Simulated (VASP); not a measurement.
# TiAl₃: restarted molecular dynamics, 2 variants

TiAl₃, Pmm2 (no. 25), 8 atoms in the cell. PBE, molecular dynamics; PAW potentials Ti, Al (PBE set).

| Restart from | Temperature at the end (K) | The same without a restart (K) | Potential energy at the end (eV/atom) | The same without a restart (eV/atom) | Electronic steps in the first step after the restart | Time (s) |
|---|---|---|---|---|---|---|
| CONTCAR with velocities, WAVECAR read | 503.0 | 503.0 | -4.90315 | -4.90315 | 5 | 158 |
| CONTCAR with velocities, no WAVECAR | 503.0 | 503.0 | -4.90315 | -4.90315 | 19 | 169 |

Limits: 120 fs of 8 atoms are too short for converged averages; the cell is only 4.7 Å across, so each atom moves in step with near copies of itself.

## Input of the first row

INCAR.step1:
```
  ALGO = Fast
  EDIFF = 1E-6
  ENCUT = 240
  GGA = PE
  IBRION = 0
  ISIF = 2
  ISMEAR = -1
  ISYM = 0
  KPAR = 2
  LASPH = T
  LCHARG = F
  LREAL = Auto
  LWAVE = T
  MDALGO = 4
  NELM = 60
  NELMIN = 4
  NHC_NCHAINS = 3
  NHC_PERIOD = 30
  NSW = 30
  POTIM = 2.0
  PREC = Normal
  RANDOM_SEED = 631308 0 0
  SIGMA = 0.05
  TEBEG = 600
```

INCAR.step2, as INCAR.step1 but for:
```
- LWAVE = T
+ LWAVE = F
```

KPOINTS:
```
k-points
0
Gamma
  2 3 3
```

POSCAR.step1:
```
TiAl3
1.0
    5.6793540000      0.0000000000      0.0000000000
    0.0000000000      4.6812640000      0.0000000000
    0.0000000000      0.0000000000      4.9007420000
Ti Al
2 6
Direct
    0.0000000000      0.5000000000      0.1659160000
    0.5000000000      0.5000000000      0.1659160000
    0.0000000000      0.0000000000      0.8359000000
    0.5000000000      0.0000000000      0.8359000000
    0.2500000000      0.0000000000      0.3309120000
    0.7500000000      0.0000000000      0.3309120000
    0.2500000000      0.5000000000      0.6672710000
    0.7500000000      0.5000000000      0.6672710000
```

Commands (each step's output is kept before the next begins):
```
cat potpaw_PBE.64/Ti/POTCAR potpaw_PBE.64/Al/POTCAR > POTCAR
cp INCAR.step1 INCAR
cp POSCAR.step1 POSCAR
mpirun -np 2 vasp_std > vasp.out
cp CONTCAR POSCAR
cp INCAR.step2 INCAR
mpirun -np 2 vasp_std > vasp.out
```

Changes of the last row against the first:
```
(step 1)
- LWAVE = True
+ LWAVE = False
```

VASP 6.6.1 took 158 s on 2 cores (AMD EPYC 7R43 (Zen 3)), a shared host.
